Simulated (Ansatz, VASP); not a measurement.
# MgS: VASP beside Ansatz

Contents of INCAR:

```
  PREC = Accurate
  ENCUT = 520
  EDIFF = 1E-8
  ISMEAR = -1
  SIGMA = 0.05
  LREAL = F
  LASPH = T
  NELM = 60
  ALGO = Normal
  ISIF = 2
  LWAVE = F
  LCHARG = F
  GGA = PE
  LEFG = T
  NBANDS = 11
```

File KPOINTS:

```
Automatic mesh
0
Gamma
  13 13 13
```

POSCAR

```
MgS
1.0
    0.0000000000      2.8950775382      2.8950775382
    2.8950775382      0.0000000000      2.8950775382
    2.8950775382      2.8950775382      0.0000000000
Mg S
1 1
Direct
    0.0000000000      0.0000000000      0.0000000000
    0.2500000000      0.2500000000      0.2500000000
```

Input for Ansatz:

```yaml
crystal:
  lattice:
    - [0.0, 2.8950775382, 2.8950775382]
    - [2.8950775382, 0.0, 2.8950775382]
    - [2.8950775382, 2.8950775382, 0.0]
  atoms:
    - { symbol: Mg, position: [0.0, 0.0, 0.0] }
    - { symbol: S, position: [0.25, 0.25, 0.25] }
kpoints:
  mp_grid: { grid: [13, 13, 13] }
scf:
  occupations: { method: fermi_dirac, width: 0.05 }
hamiltonian:
  xc: pbe
  pseudopotentials: { kind: paw }
output:
  forces: true
  stress: true
  eigenvalues: true
  efg: { contact_densities: true }
```

Change from the starting cell: volume scaled by 1.05, PAW files.

Alike in both runs: task electric field gradients; functional PBE; k mesh 13 × 13 × 13; occupations fermi-dirac, width 0.05 eV; no spin polarisation.

```csv
,VASP,Ansatz
version,VASP 6.6.1,Ansatz 0.2.0
potentials or method,"VASP PAW PBE potentials, release 64 (Mg, S)","PAW with Ansatz's default frozen-core files, scalar-relativistic"
plane-wave cutoff (eV),520,420
valence electrons in the cell,8,16
```

VASP gave:

```
gap on the k mesh at the Fermi level (eV)                      : 3.13
pressure (GPa)                                                 : -2.6
Vzz of the field gradient on the site that differs most (V/Å²) : 0.0
```

Question: What did Ansatz give for the same quantities?

Answer: gap on the k mesh at the Fermi level (eV): 3.14; pressure (GPa): -2.4; Vzz of the field gradient on the site that differs most (V/Å²): 0.0.

With one functional, cell and mesh, what is left measures potentials, basis and numerics. The two sets of potentials don't hold the same shells in valence.

Caveats: an odd mesh through Γ misses points on the zone boundary, where band edges often lie.
